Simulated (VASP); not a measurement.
# N in VASP: further runs

Runs on N. Level: PBEsol. Tasks: single point, molecular dynamics.

Program: VASP 6.6.1. These are calculated values, not measurements. Logs are shortened: lines on timing, memory, paths and dates and some standing lists are left out, and cuts for length are marked.

## Step 1: The structure

The cell holds a amorphous, 24 atoms: a = 8.862 Å, b = 8.862 Å, c = 8.862 Å, α = 90.00°, β = 90.00°, γ = 90.00°.

The cell was built by a generator and needn't be a form met in nature.

## Step 2: Single point, PBEsol

INCAR reads:

```
ALGO = Normal
EDIFF = 1E-7
ENCUT = 520
GGA = PS
ISIF = 2
ISMEAR = -1
LASPH = True
LCHARG = False
LREAL = Auto
LWAVE = False
NBANDS = 78
NELM = 100
PREC = Accurate
SIGMA = 0.05
```

KPOINTS reads:

```
k-points
0
Gamma
  1 1 1
```

POSCAR reads:

```
N
1.0
    8.8620950000      0.0000000000      0.0000000000
    0.0000000000      8.8620950000      0.0000000000
    0.0000000000      0.0000000000      8.8620950000
N
24
Direct
    0.0177723213      0.3390958910      0.3327429914
    0.0965685879      0.3332733400      0.2380136977
    0.4845919616      0.1606730688      0.8432543321
    0.4679706097      0.1176358412      0.9587123586
    0.4212096575      0.8949463981      0.3055936548
    0.3049843180      0.9366859642      0.2811411974
    0.6790267990      0.5511563575      0.5737808047
    0.6544163654      0.6477362294      0.6496770797
    0.7635666284      1.0818999345      0.1957099309
    0.8537710327      1.0157530471      0.1469291403
    0.3760058993      0.6873092649      0.8521235667
    0.4093388753      0.7617950383      0.9448330220
    0.9925192632      0.7188593668      0.3190216309
    1.0342475453      0.7896665518      0.4094178634
    0.1126483072      0.2922108147      0.8563889238
    0.0655375507      0.3300348281      0.7471371047
    0.8023610670      0.0984417341      0.6218845544
    0.7364285759      0.0516017939      0.5315221739
    0.7769494685      0.4684106862      0.0615091578
    0.7285297664      0.5371641807      0.1493664873
    1.0009597054      0.7221091627      0.9272976649
    0.9882764741      0.7998108799      0.8335839325
    0.3795490795      0.3994315114      0.5335194443
    0.3885085863      0.3000080681      0.4607714090
```

Potentials or basis: VASP PAW PBE potentials, release 64 (N).

Started as:

```bash
$ cat potpaw_PBE.64/N/POTCAR > POTCAR
$ mpirun -np 1 vasp_gam > vasp.out
```

OUTCAR:

```text
EDIFF = 1E-7
   ENCUT = 520
   GGA = PS
   ISIF = 2
   ISMEAR = -1
   LASPH = True
   LREAL = Auto
   NELM = 100
   PREC = Accurate

 ion  position               nearest neighbor table
   1  0.018  0.339  0.333-   2 1.09
   2  0.097  0.333  0.238-   1 1.09
   3  0.485  0.161  0.843-   4 1.10
   4  0.468  0.118  0.959-   3 1.10
   5  0.421  0.895  0.306-   6 1.12
   6  0.305  0.937  0.281-   5 1.12
[... 16 lines left out ...]
  23  0.380  0.399  0.534-  24 1.09
  24  0.389  0.300  0.461-  23 1.09

  LATTYP: Found a simple cubic cell.
 ALAT       =     8.8620950000

  Lattice vectors:

 A1 = (   8.8620950000,   0.0000000000,   0.0000000000)
 A2 = (   0.0000000000,   8.8620950000,   0.0000000000)
 A3 = (   0.0000000000,   0.0000000000,   8.8620950000)

Analysis of symmetry for initial positions (statically):
=====================================================================
 Subroutine PRICEL returns:
 Original cell was already a primitive cell.

 Routine SETGRP: Setting up the symmetry group for a
 simple cubic supercell.

 Subroutine GETGRP returns: Found  1 space group operations
 (whereof  1 operations were pure point group operations)
 out of a pool of 48 trial point group operations.

The static configuration has the point symmetry C_1 .

Analysis of symmetry for dynamics (positions and initial velocities):
=====================================================================
 Subroutine PRICEL returns:
 Original cell was already a primitive cell.

 Routine SETGRP: Setting up the symmetry group for a
 simple cubic supercell.

 Subroutine GETGRP returns: Found  1 space group operations
 (whereof  1 operations were pure point group operations)
 out of a pool of 48 trial point group operations.

The dynamic configuration has the point symmetry C_1 .

 Subroutine INISYM returns: Found  1 space group operations
 (whereof  1 operations are pure point group operations),
 and found     1 'primitive' translations

----------------------------------------------------------------------------------------

                                     Primitive cell

  volume of cell :     695.9999

  direct lattice vectors                    reciprocal lattice vectors
[... 109 lines left out ...]
   EDIFFG = 0.1E-05   stopping-criterion for IOM
   NSW    =      0    number of steps for IOM
   IBRION =     -1    ionic relax: 0-MD 1-quasi-New 2-CG
   NFREE  =      0    steps in history (QN), initial steepest desc. (CG)
   ISIF   =      2    stress and relaxation
   ISYM   =      2    0-nonsym 1-usesym 2-fastsym
   POTIM  = 0.5000    time-step for ionic-motion
   TEBEG  =    0.0;   TEEND  =   0.0 temperature during run
   PSTRESS=    0.0 pullay stress
   NELECT =     120.0000    total number of electrons
   NUPDOWN=      -1.0000    fix difference up-down
   EMIN   =  10.00;   EMAX   =-10.00  energy-range for DOS
   EFERMI =   0.00;   METHOD = LEGACY
   ISMEAR =    -1;   SIGMA  =   0.05  broadening in eV -4-tet -1-fermi 0-gaus
   EFERMI_NEDOS =   21; number of points for ismear=-14 and -15
   IALGO  =     38    algorithm
   IMIX   =      4    mixing-type and parameters
     AMIX     =   0.40;   BMIX     =  1.00
     AMIX_MAG =   1.60;   BMIX_MAG =  1.00
  volume/ion in A,a.u.               =      29.00       195.70
  Fermi-wavevector in a.u.,A,eV,Ry     =   0.911169  1.721859 11.295946  0.830229
  Thomas-Fermi vector in A             =   2.035417
   LORBIT       =      0    0 simple, 1 ext, 2 COOP (PROOUT), +10 PAW based schemes
   GGA     = PS    functional components
   LHFCALC =     F    Hartree Fock is set to
   AEXX    =    0.0000 exact exchange contribution
   IVDW    =     0    specifies the selected vdW correction
   LEPSILON=     F    determine dielectric tensor
   LRPA    =     F    only Hartree local field effects (RPA)
 non-spin polarized calculation
  energy-cutoff  :      520.00
  volume of cell :      696.00
 maximum number of plane-waves:      9403
 NGX is ok and might be reduce to    70
   NGX = 33   NGY = 33   NGZ = 33

 number of electron     119.9999998 magnetization

 Free energy of the ion-electron system (eV)
  ---------------------------------------------------
  ext. energy  EPLUGINS =         0.00000000
  ---------------------------------------------------
  free energy    TOTEN  =      -204.21717134 eV

  energy without entropy =     -204.21717134  energy(sigma->0) =     -204.21717134

 E-fermi :  -5.9191     XC(G=0):  -5.4187

 val. band max:       -7.1620163832   @ k =   0.0000   0.0000   0.0000
 cond. band min:       0.2816880394   @ k =   0.0000   0.0000   0.0000
 fundamental gap:      7.4437044226
 Fermi energy:        -5.9190701824

 k-point     1 :       0.0000    0.0000    0.0000
  band No.  band energies     occupation
      1     -26.0085      2.00000
      2     -25.9706      2.00000
      3     -25.9447      2.00000
      4     -25.9301      2.00000
      5     -25.9243      2.00000
      6     -25.8203      2.00000
[... 64 lines left out ...]
     71       0.7474      0.00000
     72       0.7829      0.00000
 [bands above 72 left out]

------------------------ aborting loop because EDIFF is reached ----------------------------------------

  FORCE on cell =-STRESS in cart. coord.  units (eV):
  Direction    XX          YY          ZZ          XY          YZ          ZX
  --------------------------------------------------------------------------------------
  -------------------------------------------------------------------------------------
  Total        8.4047286     11.8991396     20.9777403     -0.8102518      7.9792085     -0.0645309
  in kB       19.3475097     27.3915707     48.2903200     -1.8651828     18.3679714     -0.1485488
  external PRESSURE =      31.6764668 kB  Pullay stress =       0.0000000 kB

 VOLUME and BASIS-vectors are now :
 -----------------------------------------------------------------------------
  energy-cutoff  :      520.00
  volume of cell :      696.00
      direct lattice vectors                 reciprocal lattice vectors
     8.862095000  0.000000000  0.000000000     0.112840135  0.000000000  0.000000000
     0.000000000  8.862095000  0.000000000     0.000000000  0.112840135  0.000000000
     0.000000000  0.000000000  8.862095000     0.000000000  0.000000000  0.112840135

 POSITION                                       TOTAL-FORCE (eV/Angst)
 -----------------------------------------------------------------------------------
      0.15750      3.00510      2.94880        -1.940986      0.120359      2.325775
      0.85580      2.95350      2.10930         1.963746     -0.129715     -2.311043
      4.29450      1.42390      7.47300         0.203563      0.543232     -1.432761
      4.14720      1.04250      8.49620        -0.202808     -0.502211      1.434805
      3.73280      7.93110      2.70820        -0.572725      0.197709     -0.100519
      2.70280      8.30100      2.49150         0.648818     -0.152855      0.101493
[... 16 lines left out ...]
      3.36360      3.53980      4.72810        -0.236738      2.196685      1.606040
      3.44300      2.65870      4.08340         0.215410     -2.237290     -1.620431
 -----------------------------------------------------------------------------------
    total drift:                                0.001830     -0.001429     -0.002330

  FREE ENERGIE OF THE ION-ELECTRON SYSTEM (eV)
  ---------------------------------------------------
  free  energy   TOTEN  =      -204.2171713414 eV

  energy  without entropy=     -204.2171713413  energy(sigma->0) =     -204.21717134
```

OSZICAR:

```text
N       E                     dE             d eps       ncg     rms          rms(c)
DAV:   1     0.114864737313E+04    0.11486E+04   -0.60246E+04   164   0.136E+03
DAV:   2    -0.652569271133E+02   -0.12139E+04   -0.11858E+04   216   0.319E+02
DAV:   3    -0.211388473103E+03   -0.14613E+03   -0.14534E+03   176   0.123E+02
DAV:   4    -0.214706138207E+03   -0.33177E+01   -0.33040E+01   192   0.216E+01
DAV:   5    -0.214819405274E+03   -0.11327E+00   -0.11321E+00   240   0.319E+00    0.281E+01
DAV:   6    -0.206271127390E+03    0.85483E+01   -0.12339E+01   192   0.119E+01    0.162E+01
DAV:   7    -0.204258404585E+03    0.20127E+01   -0.88819E+00   200   0.103E+01    0.419E+00
DAV:   8    -0.204217327582E+03    0.41077E-01   -0.84855E-01   192   0.334E+00    0.767E-01
DAV:   9    -0.204215609026E+03    0.17186E-02   -0.30752E-02   200   0.635E-01    0.344E-01
DAV:  10    -0.204217297357E+03   -0.16883E-02   -0.29186E-03   192   0.267E-01    0.126E-01
DAV:  11    -0.204217274257E+03    0.23101E-04   -0.45811E-04   208   0.101E-01    0.402E-02
DAV:  12    -0.204217236593E+03    0.37664E-04   -0.10863E-04   200   0.504E-02    0.279E-02
DAV:  13    -0.204217177718E+03    0.58875E-04   -0.54947E-05   200   0.595E-02    0.116E-02
DAV:  14    -0.204217174276E+03    0.34422E-05   -0.43548E-05   200   0.302E-02    0.857E-03
DAV:  15    -0.204217172694E+03    0.15825E-05   -0.12260E-05   200   0.168E-02    0.439E-03
DAV:  16    -0.204217171986E+03    0.70787E-06   -0.15860E-06   200   0.100E-02    0.302E-03
DAV:  17    -0.204217171304E+03    0.68155E-06   -0.12058E-06   208   0.551E-03    0.222E-03
DAV:  18    -0.204217171341E+03   -0.37036E-07   -0.28337E-07   176   0.265E-03
   1 F= -.20421717E+03 E0= -.20421717E+03  d E =-.794948E-10
```

stdout:

```text
POSCAR found type information on POSCAR N
 POSCAR found :  1 types and      24 ions
 scaLAPACK will be used
 -----------------------------------------------------------------------------
|                                                                             |
|                                                                             |
|     You enforced a specific xc type in the INCAR file but a different       |
|     I HOPE YOU KNOW WHAT YOU ARE DOING!                                     |
|                                                                             |
 -----------------------------------------------------------------------------

 LDA part: xc-table for (Slater+PW92), standard interpolation
 POSCAR, INCAR and KPOINTS ok, starting setup
 FFT: planning ... GRIDC
 FFT: planning ... GRID_SOFT
 FFT: planning ... GRID
 WAVECAR not read
 entering main loop
```

It took 58 s on 1 thread of AMD EPYC 9R45 (Zen 5), shared host; peak memory 0.62 GiB.

What came out:

```yaml
Free_energy: -204.2172 eV
Pressure: 3.2 GPa
Largest_force: 6.504 eV/Å
Band_gap_on_the_k_mesh: 7.44 eV, direct
```

Forces in eV/Å, atoms in the order of the input:
```
N   -1.941  0.120  2.326
N    1.964 -0.130 -2.311
N    0.204  0.543 -1.433
N   -0.203 -0.502  1.435
N   -0.573  0.198 -0.101
N    0.649 -0.153  0.101
N    0.082 -0.140 -0.123
N    0.027  0.173  0.105
N   -3.831  2.841  1.991
N    3.809 -2.820 -2.090
N   -0.784 -1.690 -2.071
N    0.761  1.645  2.082
N   -1.672 -2.870 -3.617
N    1.631  2.828  3.696
N    0.297 -0.266  0.695
N   -0.301  0.280 -0.700
N    3.520  2.516  4.856
N   -3.531 -2.534 -4.775
N    2.302 -3.336 -4.252
N   -2.394  3.317  4.236
N    0.494 -2.886  3.463
N   -0.488  2.905 -3.498
N   -0.237  2.197  1.606
N    0.215 -2.237 -1.620
```

Caveat: the standard files for N, O and F lose accuracy on very short bonds; the PAW data sets were made with another functional, which shifts forces and pressure a little.

## Step 3: Single point, PBEsol

INCAR reads:

```
SYSTEM = N
ALGO = Normal ; EDIFF = 1E-7
ENCUT = 520 ; GGA = PS
ISIF = 2 ; ISMEAR = -1
LASPH = .TRUE. ; LCHARG = .FALSE.
LREAL = Auto ; LWAVE = .FALSE.
NBANDS = 78 ; NELM = 100
PREC = Accurate ; SIGMA = 0.05
```

KPOINTS reads:

```
k-points
0
G
  1 1 1
  0 0 0
```

POSCAR reads:

```
N
1.0
    8.8620950000      0.0000000000      0.0000000000
    0.0000000000      8.8620950000      0.0000000000
    0.0000000000      0.0000000000      8.8620950000
N
24
Direct
    0.0052019302      0.3127364353      0.3210414693
    0.0842577291      0.3498269879      0.2339965888
    0.4864538238      0.1280171336      0.8618503864
    0.4953004905      0.0777468533      0.9760446034
    0.4186707545      0.8866075121      0.3159072432
    0.3194165714      0.9435015084      0.2599272520
    0.6355382108      0.5424225310      0.5759134832
    0.6313292737      0.6532428280      0.6360347074
    0.7894183035      1.1000446283      0.2061702114
    0.8771515088      1.0228281236      0.1650061300
    0.3910587733      0.7083765182      0.8341819852
    0.3966443601      0.7272885249      0.9588816188
    1.0239903770      0.7314974619      0.3008318011
    1.0384000623      0.7912463137      0.4050283821
    0.1493664873      0.2758038590      0.8650663303
    0.0740344129      0.3171146326      0.7739027848
    0.7741397491      0.0705815047      0.6231483639
    0.7224025470      0.0202435203      0.5255867828
    0.7522149108      0.4887331946      0.0256372788
    0.7577102254      0.5391388831      0.1377890894
    1.0129094757      0.7318585504      0.9339778010
    0.9962542717      0.7984455143      0.8329745957
    0.3608627531      0.4116408141      0.5209039172
    0.3989688668      0.3018022262      0.4799542320
```

Potentials or basis: VASP PAW PBE potentials, release 64 (N).

Started as:

```bash
$ cat potpaw_PBE.64/N/POTCAR > POTCAR
$ mpirun -np 1 vasp_gam > vasp.out
```

OUTCAR:

```text
SYSTEM = N
   EDIFF = 1E-7
   ENCUT = 520
   GGA = PS
   ISIF = 2
   ISMEAR = -1
   LASPH = .TRUE.
   LREAL = Auto
   NELM = 100
   PREC = Accurate

 ion  position               nearest neighbor table
   1  0.005  0.313  0.321-   2 1.09
   2  0.084  0.350  0.234-   1 1.09
   3  0.486  0.128  0.862-   4 1.11
   4  0.495  0.078  0.976-   3 1.11
   5  0.419  0.887  0.316-   6 1.13
   6  0.319  0.944  0.260-   5 1.13
[... 16 lines left out ...]
  23  0.361  0.412  0.521-  24 1.09
  24  0.399  0.302  0.480-  23 1.09

  LATTYP: Found a simple cubic cell.
 ALAT       =     8.8620950000

  Lattice vectors:

 A1 = (   8.8620950000,   0.0000000000,   0.0000000000)
 A2 = (   0.0000000000,   8.8620950000,   0.0000000000)
 A3 = (   0.0000000000,   0.0000000000,   8.8620950000)

Analysis of symmetry for initial positions (statically):
=====================================================================
 Subroutine PRICEL returns:
 Original cell was already a primitive cell.

 Routine SETGRP: Setting up the symmetry group for a
 simple cubic supercell.

[... 192 lines left out ...]
 Fermi energy:        -5.8106010215

 k-point     1 :       0.0000    0.0000    0.0000
  band No.  band energies     occupation
      1     -26.0277      2.00000
      2     -25.9345      2.00000
      3     -25.8881      2.00000
      4     -25.8608      2.00000
      5     -25.8270      2.00000
      6     -25.7618      2.00000
[... 64 lines left out ...]
     71       0.6643      0.00000
     72       0.7417      0.00000
 [bands above 72 left out]

------------------------ aborting loop because EDIFF is reached ----------------------------------------

  FORCE on cell =-STRESS in cart. coord.  units (eV):
  Direction    XX          YY          ZZ          XY          YZ          ZX
  --------------------------------------------------------------------------------------
  -------------------------------------------------------------------------------------
  Total        3.9316930      8.4446749     18.2540312      1.5268267      5.0170391      0.5282397
  in kB        9.0506751     19.4394653     42.0203984      3.5147232     11.5491193      1.2159968
  external PRESSURE =      23.5035129 kB  Pullay stress =       0.0000000 kB

 VOLUME and BASIS-vectors are now :
 -----------------------------------------------------------------------------
  energy-cutoff  :      520.00
  volume of cell :      696.00
      direct lattice vectors                 reciprocal lattice vectors
     8.862095000  0.000000000  0.000000000     0.112840135  0.000000000  0.000000000
     0.000000000  8.862095000  0.000000000     0.000000000  0.112840135  0.000000000
     0.000000000  0.000000000  8.862095000     0.000000000  0.000000000  0.112840135

 POSITION                                       TOTAL-FORCE (eV/Angst)
 -----------------------------------------------------------------------------------
      0.04610      2.77150      2.84510        -1.903372     -0.851877      2.273290
      0.74670      3.10020      2.07370         2.032757      0.967897     -2.187119
      4.31100      1.13450      7.63780        -0.037156      0.212175     -0.429602
      4.38940      0.68900      8.64980         0.065625     -0.155401      0.393233
      3.71030      7.85720      2.79960        -1.927744      1.094081     -1.073444
      2.83070      8.36140      2.30350         1.973649     -1.064833      1.117880
[... 16 lines left out ...]
      3.19800      3.64800      4.61630        -1.111927      2.723543      1.009951
      3.53570      2.67460      4.25340         0.922448     -2.860780     -1.067743
 -----------------------------------------------------------------------------------
    total drift:                               -0.001928     -0.000211     -0.000678

  FREE ENERGIE OF THE ION-ELECTRON SYSTEM (eV)
  ---------------------------------------------------
  free  energy   TOTEN  =      -204.1355905628 eV

  energy  without entropy=     -204.1355905627  energy(sigma->0) =     -204.13559056
```

OSZICAR:

```text
N       E                     dE             d eps       ncg     rms          rms(c)
DAV:   1     0.113436895380E+04    0.11344E+04   -0.60269E+04   164   0.136E+03
DAV:   2    -0.645413488668E+02   -0.11989E+04   -0.11726E+04   224   0.318E+02
DAV:   3    -0.210887706092E+03   -0.14635E+03   -0.14544E+03   176   0.122E+02
[... 11 lines left out ...]
DAV:  15    -0.204135592241E+03    0.65753E-06   -0.14880E-05   200   0.170E-02    0.504E-03
DAV:  16    -0.204135591211E+03    0.10300E-05   -0.16965E-06   200   0.880E-03    0.316E-03
DAV:  17    -0.204135590575E+03    0.63608E-06   -0.11683E-06   208   0.458E-03    0.186E-03
DAV:  18    -0.204135590474E+03    0.10129E-06   -0.23718E-07   160   0.232E-03    0.113E-03
DAV:  19    -0.204135590563E+03   -0.89160E-07   -0.53550E-08   144   0.115E-03
   1 F= -.20413559E+03 E0= -.20413559E+03  d E =-.303771E-10
```

It took 60 s on 1 thread of AMD EPYC 9R45 (Zen 5), shared host; peak memory 0.62 GiB.

What came out:

```
Free energy            : -204.1356 eV
Pressure               : 2.4 GPa
Largest force          : 7.046 eV/Å
Band gap on the k mesh : 7.19 eV, direct
```

Forces in eV/Å, atoms in the order of the input:
```
N   -1.903 -0.852  2.273
N    2.033  0.968 -2.187
N   -0.037  0.212 -0.430
N    0.066 -0.155  0.393
N   -1.928  1.094 -1.073
N    1.974 -1.065  1.118
N    0.165  0.920  0.469
N    0.186 -0.815 -0.511
N   -1.598  1.311  0.615
N    1.476 -1.372 -0.790
N   -0.091  0.163  1.115
N   -0.013 -0.200 -1.046
N   -0.830 -3.531 -5.979
N    0.808  3.453  6.089
N    0.117 -0.089  0.160
N   -0.148  0.094 -0.171
N    2.693  2.640  5.106
N   -2.689 -2.641 -5.023
N   -0.177 -1.419 -3.144
N    0.093  1.401  3.148
N    0.700 -2.757  4.097
N   -0.705  2.777 -4.170
N   -1.112  2.724  1.010
N    0.922 -2.861 -1.068
```

Levels at points of the mesh, in eV from the valence-band top:
| k point | band 58 | band 59 | band 60 | band 61 | band 62 | band 63 |
| --- | --- | --- | --- | --- | --- | --- |
| (0.00, 0.00, 0.00) | -0.12 | -0.05 | 0.00 | 7.19 | 7.25 | 7.37 |

Caveat: the standard files for N, O and F lose accuracy on very short bonds; the PAW data sets were made with another functional, which shifts forces and pressure a little.

(Continued in part 2 of 2.)
